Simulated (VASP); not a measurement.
In: single point with PBE

Slab: In, a slab with vacuum.

```
CELL_PARAMETERS angstrom
3.36384 0.00000 0.00000
-1.68192 2.91317 0.00000
0.00000 0.00000 31.19956
ATOMIC_POSITIONS crystal
In 0.33333 0.66667 0.24039
In 0.00000 0.00000 0.32693
In 0.66667 0.33333 0.41346
In 0.00000 0.00000 0.50000
In 0.33333 0.66667 0.58654
In 0.00000 0.00000 0.67307
In 0.66667 0.33333 0.75961
```

The slab is cut from a database's or a generator's crystal, which needn't be the stable form of the element.

The cell isn't the ideal one: the (0 0 1) slab of In, cut from the database cell, not relaxed.

* Program: VASP 6.6.1
* Task: single point
* Functional: PBE
* Potentials or basis: VASP PAW PBE potentials, release 64 (In_d)
* Cutoff: 520 eV
* k mesh: 9 × 9 × 1
* Occupations: fermi-dirac, width 0.05 eV
* Spin: no spin polarisation

| Property | Result |
| --- | --- |
| Largest force | 0.143 eV/Å |
| Band gap on the k mesh | none (metal or under the smearing width) |

Forces on the atoms (eV/Å):
```
In   0.000  0.000 -0.133
In   0.000  0.000  0.143
In   0.000  0.000 -0.083
In   0.000  0.000  0.000
In   0.000  0.000  0.083
In   0.000  0.000 -0.143
In   0.000  0.000  0.133
```

Levels at points of the mesh, in eV from the Fermi level:
| k point | band 41 | band 42 | band 43 | band 44 | band 45 | band 46 | band 47 | band 48 |
| --- | --- | --- | --- | --- | --- | --- | --- | --- |
| (0.00, 0.00, 0.00) | -5.95 | -4.81 | -2.78 | -1.40 | 0.24 | 1.88 | 3.15 | 3.50 |

Run time: 11 min on 1 thread of Intel(R) Xeon(R) Platinum 8375C CPU @ 2.90GHz (Ice Lake) (shared host), peak memory 0.51 GiB.
